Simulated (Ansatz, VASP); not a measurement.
**Pb in VASP and in Ansatz**

```
Pb
1.0
     3.48000    0.00000    0.00000
    -1.74000    3.01377    0.00000
     0.00000    0.00000    5.59000
Pb
2
Direct
  0.66667 0.33333 0.75000
  0.33333 0.66667 0.25000
```

This isn't the form of Pb at room conditions, which is fcc.

Alike in both runs: functional PBE; k mesh 9 × 9 × 5; occupations fermi-dirac, width 0.05 eV; no spin polarisation.

```csv
,VASP,Ansatz
version,VASP 6.6.1,Ansatz 0.2.0
potentials or method,"VASP PAW PBE potentials, release 64 (Pb_d)",Ansatz PAW
plane-wave cutoff (eV),520,420
valence electrons in the cell,28,28
task,single point,band structure
```

VASP gave:

```
gap on the k mesh at the Fermi level (eV)       : none
pressure (GPa)                                  : 4.1
largest component of the traceless stress (GPa) : 2.58
```

Q: Which values does Ansatz return?

A: gap on the k mesh at the Fermi level (eV): none; pressure (GPa): 4.1; largest component of the traceless stress (GPa): 2.59.

A gap of «none» marks a metal or a gap that the smearing closes. With one functional, cell and mesh, what is left measures potentials, basis and numerics.

Caveats: spin-orbit coupling is left out, which moves the levels of the heavy elements (Ansatz). The runs have no spin-orbit coupling, so splittings on Pb are missing.
